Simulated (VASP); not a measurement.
Slab: WS2, a slab with vacuum.

```
S W
1.0
     3.15951    0.00000    0.00000
    -1.57976    2.73622    0.00000
     0.00000    0.00000   21.12500
S W
2 1
Cartesian
  0.0000 1.8241 8.9864
  0.0000 1.8241 12.1386
  1.5798 0.9121 10.5625
```

Program: VASP 6.6.1. Alike in all runs: task band structure; potentials or basis VASP PAW PBE potentials, release 64 (S, W_sv); no spin polarisation; cell as given; k mesh 9 × 9 × 1; cutoff (eV) 520; smearing gaussian 0.03 eV.

Task: Order these runs on this cell by their band gap on the k mesh, lowest first.
A. level PBE0; grid for exact exchange (PRECFOCK) Fast; exchange at q = 0 truncated
B. level HSE06; grid for exact exchange (PRECFOCK) Fast; screening parameter 0.2 1/A
C. level PBE+D3(BJ)

Result: C (1.92 eV), B (2.43 eV), A (3.06 eV).

Caveats: spin-orbit coupling is left out, which moves the levels of the heavy elements.

